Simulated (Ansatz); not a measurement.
# GaP (F-43m) in Ansatz: further runs

The runs below take GaP through single point, with PBE, PBEsol+D3(BJ).

All numbers are computed with Ansatz 0.2.0; they aren't measurements. Logs are shortened: lines on timing, memory, paths and dates and some standing lists are left out, and cuts for length are marked.

**The experiment to reproduce.**

“Stacking defects in GaP nanowires: Electronic structure and optical properties”, 2018, arxiv:1810.01194 quotes, for a bulk crystal of GaP at 10 K: band gap 2.34 eV (indirect).

The results are compared with them further down.

### 1 The crystal as given

Symmetry: F-43m, No. 216, cubic system. Conventional cell: a = 5.451 Å, b = 5.451 Å, c = 5.451 Å, α = 90.00°, β = 90.00°, γ = 90.00°. Ga (site symmetry -43m) has 4 P at 2.36 Å as nearest neighbours. Around P (site symmetry -43m) lie 4 Ga at 2.36 Å.

### 2 Single point, PBE

input.yaml

```yaml
crystal:
  lattice:
    - [0.0, 2.72525, 2.72525]
    - [2.72525, 0.0, 2.72525]
    - [2.72525, 2.72525, 0.0]
  atoms:
    - { symbol: Ga, position: [0.0, 0.0, 0.0] }
    - { symbol: P, position: [0.75, 0.75, 0.75] }
kpoints:
  mp_grid: { grid: [6, 6, 6] }
scf:
  occupations: { method: fermi_dirac, width: 0.02 }
hamiltonian:
  xc: pbe
  pseudopotentials: { kind: all_electron, lapw: { basis_error: 0.002 } }
output:
  forces: true
  stress: true
  eigenvalues: true
```

Potentials or basis: all-electron LAPW, scalar-relativistic.

On the command line:

```sh
> ansatz run input.yaml --threads 1 --pin off --max-ram 3072MiB --backend cpu --events-out ev --progress --plain --runs-dir out
```

Output:

```text
Warning: RAYON_NUM_THREADS=1 ignored (pool sized by the plan → 1); use --threads N
LAPW: plane waves up to 8.159 Å⁻¹, error target 2.0e-3 eV per atom; small_component_spin mean_spin; P in spheres of 1.055 Å, 13 of its electrons in bands, Dirac shells []; Ga in spheres of 1.305 Å, 21 of its electrons in bands, Dirac shells [] (how accurate: hamiltonian.pseudopotentials.lapw.basis_error, Limitations)
Engine: ansatz 0.2.0, aarch64-unknown-linux-gnu
Pseudopotentials: kind: all_electron
Pseudopotential: Ga, LAPW, valence charge 21, lapw/all_electron/scalar/gaussian/Ga, Koelling and Harmon's equation, gaussian nucleus
Pseudopotential: P, LAPW, valence charge 13, lapw/all_electron/scalar/gaussian/P, Koelling and Harmon's equation, gaussian nucleus
Functional definition: PBE
  parameter kappa = 0.804
  parameter beta = 0.06672455060314922
  exchange = pbe_x(kappa = kappa, mu = beta*pi^2/3)
  correlation = pbe_c(beta = beta)
Crystal: 2 atoms, lattice volume = 40.481 Å³
Basis set: ecut = 253.60657602051944 eV, 339 PW (Γ), exchange–correlation at level 2
Bands: 21, of which v1, the nominal top of the filled ones, is band 17 counted from 1 (16 counted from 0)
Symmetry: 24 space group operations
Space group: F-43m (ITA 216), of the structure as read, at distance tolerance 3.4e-5 Å
k-points: 16 of 216 (time reversal used)
Non-local potential: Ga, projectors of the file, none
Non-local potential: P, projectors of the file, none
Initial density: superposition of atomic densities (chi_scale 0.1, normalization cell, long waves kept (reshape's long-wave potential 0.00 eV rms))
Initial wavefunctions: plane waves of lowest kinetic energy (no species holds an atomic orbital)
Functional: x = pbe(κ = 0.804, μ = 0.2195149727645171), c = pbe(β = 0.06672455060314922)
iter 1 solved again at ethr=2.50e-3 eV; its pass at ethr=1.00e-1 eV (dr2=8.50e-1 eV) is discarded
SCF iter   1: F=—  HF=-62209.929004 eV  |F-HF|=—  |Δ(HF+E_count)|=         —  Δρ=3.90e-2  dr2=8.52e-1  ethr=2.50e-3  ⟨swp⟩=2.0  Hψ=2280  notcnv=0
preconditioner: auto → none  [insulator: Δε(μ)=2.034 eV  Ē_g=15.009 eV  σ=0.020 eV  W_gap=1.00  n_scr=14 (ndim 8)  ℏωp=24.8 eV  f_vac=0.017  D(μ)=0.00/eV (n_scr^D=0)  ε∞_Penn≈3.7]
iter 2 solved again at ethr=2.41e-4 eV; its pass at ethr=2.50e-3 eV (dr2=8.18e-2 eV) is discarded
SCF iter   2: F=—  HF=-62209.684001 eV  |F-HF|=—  |Δ(HF+E_count)|=   2.45e-1  Δρ=1.54e-2  dr2=8.17e-2  ethr=2.41e-4  ⟨swp⟩=2.0  Hψ=1744  notcnv=0
SCF iter   3: F=—  HF=-62209.662369 eV  |F-HF|=—  |Δ(HF+E_count)|=   2.16e-2  Δρ=7.04e-3  dr2=1.59e-2  ethr=2.40e-4  ⟨swp⟩=2.0  Hψ=977  notcnv=0
SCF iter   4: F=—  HF=-62209.659161 eV  |F-HF|=—  |Δ(HF+E_count)|=         —  Δρ=1.92e-3  dr2=1.37e-3  ethr=4.67e-5  ⟨swp⟩=2.0  Hψ=977  notcnv=0
the basis was enlarged: its passes take 131.1 KiB over the memory plan, 1 of 1 planned eigensolver slots
SCF iter   5: F=—  HF=-62209.658487 eV  |F-HF|=—  |Δ(HF+E_count)|=   6.74e-4  Δρ=2.97e-4  dr2=2.32e-5  ethr=4.03e-6  ⟨swp⟩=2.1  Hψ=936  notcnv=0
SCF iter   6: F=—  HF=-62209.658528 eV  |F-HF|=—  |Δ(HF+E_count)|=   4.17e-5  Δρ=4.71e-5  dr2=6.05e-7  ethr=6.83e-8  ⟨swp⟩=3.0  Hψ=983  notcnv=0
SCF iter   7: F=-62209.658530 eV  HF=-62209.658530 eV  |F-HF|=9.14e-9  |Δ(HF+E_count)|=   1.48e-6  Δρ=4.43e-6  dr2=1.04e-8  ethr=1.78e-9  ⟨swp⟩=3.0  Hψ=977  notcnv=0
SCF 1 converged in 7 iterations: F = -62209.658530 eV  dr2 = 1.04e-8
SCF converged after 7 iterations
Free energy (F): -62209.658530 eV
Harris-Foulkes:  -62209.658530 eV  (|F-HF|=9.14e-9)
Internal energy: -62209.658530 eV  (E = F + TS)
E sigma→0 (E₀):  -62209.658530 eV
Fermi energy:    9.357989 eV
--- Per-component energies (eV) ---
  E_band       = -1791.372043
  E_kinetic    = 63284.597057
  E_xc         = -2691.918177
  E_electrostatic = -122802.337410  (all electrons and nuclei)
  E_smearing   = -0.000000  (= −TS)
  E_closure    = 0.000000  (closes the sum)
  E_atoms      = -62200.568823  (free atoms, spherical and without spin; not in F)
  Σ components = -62209.658530   (vs F -62209.658530, Δ=0.00e0)
  Basis errors (estimates in eV, not in F): energy 8.9e-4 per atom: plane waves 7.9e-4 (4.7e-4 summed), levels above the bands 2.2e-148, relativity 4.5e-8, radial functions 9.6e-5, core shells 1.9e-11; eigenvalues (radial functions only) 1.7e-5; not estimated: angular momenta, meshes, grids; target (lapw.basis_error) 2.0e-3; muffin-tin radii P 1.055 Å, Ga 1.305 Å
--- Forces (eV/Å), atoms counted from 1 ---
  atom   1  Ga     0.00000000    -0.00000000    -0.00000000
  atom   2  P     -0.00000000     0.00000000     0.00000000
  max |Σ_I F_I| component: 2.08e-17 eV/Å
--- Stress (GPa, compression-positive) ---
        2.515231       0.000000      -0.000000
        0.000000       2.515231       0.000000
       -0.000000       0.000000       2.515231
  P = ⅓ Tr σ = 2.5152 GPa (25.152 kbar)
--- Band table (eV; the first three rows and the last of 16) ---
  k-point 0: bands = ["-159.2001", "-134.8012", "-109.6747", "-109.6747", "-109.6747", "-85.5327", "-85.5327", "-85.5327", "-5.9967", "-5.9967", "-5.9967", "-5.8979", "-5.8979", "-3.9575", "8.5356", "8.5356", "8.5356", "10.3647", "12.4200", "12.4200", "12.4200"]
  k-point 1: bands = ["-159.2001", "-134.8012", "-109.6747", "-109.6747", "-109.6747", "-85.5327", "-85.5327", "-85.5327", "-6.0200", "-5.9888", "-5.9888", "-5.8978", "-5.8978", "-3.6009", "6.1492", "8.1648", "8.1648", "10.9511", "12.9683", "12.9683", "13.5627"]
  k-point 2: bands = ["-159.2001", "-134.8012", "-109.6747", "-109.6747", "-109.6747", "-85.5327", "-85.5327", "-85.5327", "-6.0608", "-5.9762", "-5.9762", "-5.8942", "-5.8942", "-2.6531", "3.3288", "7.6289", "7.6289", "10.4358", "13.3447", "13.3447", "16.1346"]
  k-point 15: bands = ["-159.2001", "-134.8012", "-109.6747", "-109.6747", "-109.6747", "-85.5327", "-85.5327", "-85.5327", "-6.1016", "-5.9506", "-5.9367", "-5.9181", "-5.8847", "-0.9209", "1.9297", "5.1607", "5.2731", "12.0128", "12.1836", "16.0848", "16.1084"]
```

It took 5.2 s on 1 thread of Arm Neoverse V1, shared host; peak memory 0.23 GiB.

Results:

```yaml
Free_energy: -62209.6585 eV
Pressure: 2.5 GPa
Band_gap_on_the_k_mesh: 1.65 eV, indirect (least direct gap 1.83 eV)
```

Levels at points of the mesh, in eV from the valence-band top:
| k point | band 15 | band 16 | band 17 | band 18 | band 19 | band 20 |
| --- | --- | --- | --- | --- | --- | --- |
| (0.00, 0.00, 0.00) | 0.00 | 0.00 | 0.00 | 1.83 | 3.88 | 3.88 |
| (0.00, 0.00, -0.50) | -6.63 | -1.12 | -1.12 | 1.67 | 4.71 | 4.71 |
| (0.00, -0.50, -0.50) | -6.76 | -2.68 | -2.68 | 1.65 | 1.82 | 10.58 |

### 3 Single point, PBEsol+D3(BJ), spin-orbit coupling, no magnetisation

input.yaml, as its differences from that of step 2:

```diff
@@ -11,6 +11,10 @@
 scf:
-  occupations: { method: fermi_dirac, width: 0.02 }
+  occupations: { method: fermi_dirac, width: 0.1 }
 hamiltonian:
-  xc: pbe
-  pseudopotentials: { kind: all_electron, lapw: { basis_error: 0.002 } }
+  xc: pbesol
+  dispersion: d3bj
+  pseudopotentials: { kind: all_electron, lapw: { basis_error: 0.001 } }
+magnetization:
+  noncollinear: true
+  spin_orbit: true
 output:
```

Potentials or basis: all-electron LAPW, relativistic spinors.

On the command line:

```sh
> ansatz run input.yaml --threads 1 --pin off --max-ram 3072MiB --backend cpu --events-out ev --progress --plain --runs-dir out
```

Output:

```text
Warning: RAYON_NUM_THREADS=1 ignored (pool sized by the plan → 1); use --threads N
LAPW: plane waves up to 8.544 Å⁻¹, error target 1.0e-3 eV per atom; Dirac's equation on spinors; P in spheres of 1.060 Å, 13 of its electrons in bands; Ga in spheres of 1.300 Å, 21 of its electrons in bands (how accurate: hamiltonian.pseudopotentials.lapw.basis_error, Limitations)
[... 64 lines left out ...]
  k-point 1: bands = ["-158.9333", "-158.9333", "-134.5387", "-134.5387", "-110.2812", "-110.2812", "-109.3673", "-109.3673", "-109.3673", "-109.3673", "-87.9048", "-87.9048", "-84.2768", "-84.2768", "-84.2768", "-84.2768", "-6.3439", "-6.3439", "-6.3398", "-6.3340", "-5.9231", "-5.9231", "-5.8618", "-5.8618", "-5.8509", "-5.8443", "-3.7142", "-3.7142", "6.0315", "6.0315", "8.0406", "8.0406", "8.1009", "8.1051", "10.7848", "10.7848", "12.7625", "12.7625", "12.8692", "12.8712", "13.3933", "13.3933"]
  k-point 2: bands = ["-158.9333", "-158.9333", "-134.5387", "-134.5387", "-110.2812", "-110.2812", "-109.3673", "-109.3673", "-109.3673", "-109.3673", "-87.9048", "-87.9048", "-84.2768", "-84.2768", "-84.2768", "-84.2768", "-6.3552", "-6.3552", "-6.3363", "-6.3305", "-5.9237", "-5.9237", "-5.8750", "-5.8750", "-5.8378", "-5.8313", "-2.7587", "-2.7587", "3.1948", "3.1948", "7.4973", "7.4973", "7.5639", "7.5675", "10.2584", "10.2584", "13.1480", "13.1480", "13.2239", "13.2261", "15.9235", "15.9235"]
  k-point 15: bands = ["-158.9333", "-158.9333", "-134.5387", "-134.5387", "-110.2812", "-110.2812", "-109.3673", "-109.3673", "-109.3673", "-109.3673", "-87.9048", "-87.9048", "-84.2768", "-84.2768", "-84.2768", "-84.2768", "-6.4010", "-6.3577", "-6.3122", "-6.3040", "-5.9736", "-5.8926", "-5.8597", "-5.8512", "-5.8428", "-5.8283", "-1.0034", "-1.0002", "1.7905", "1.7998", "5.0146", "5.0316", "5.1128", "5.1574", "11.7971", "11.8240", "12.0107", "12.0241", "15.8759", "15.9116", "15.9355", "15.9671"]
```

Run time: 30 s. Hardware: 1 thread of Arm Neoverse V1, shared host; peak memory 0.35 GiB.

What came out:

* Free energy: -62156.9815 eV
* Pressure: -2.8 GPa
* Band gap on the k mesh: 1.48 eV, indirect (least direct gap 1.72 eV)

### 4 Against experiment

Step 2. Against the measured gap of GaP, 2.34 eV (indirect; 10 K; quoted in “Stacking defects in GaP nanowires: Electronic structure and optical properties”, 2018, arxiv:1810.01194), the calculated 1.65 eV is off by -0.69 eV. Spin-orbit coupling on Ga is left out. The value is that of PBE on a finite k mesh, which can miss the band edges, without temperature or zero-point motion. Semilocal functionals fall short of measured gaps as a rule.

Step 3. Against the measured gap of GaP, 2.34 eV (indirect; 10 K; quoted in “Stacking defects in GaP nanowires: Electronic structure and optical properties”, 2018, arxiv:1810.01194), the calculated 1.48 eV is off by -0.86 eV. The value is that of PBEsol+D3(BJ) on a finite k mesh, which can miss the band edges, without temperature or zero-point motion. Semilocal functionals fall short of measured gaps as a rule.
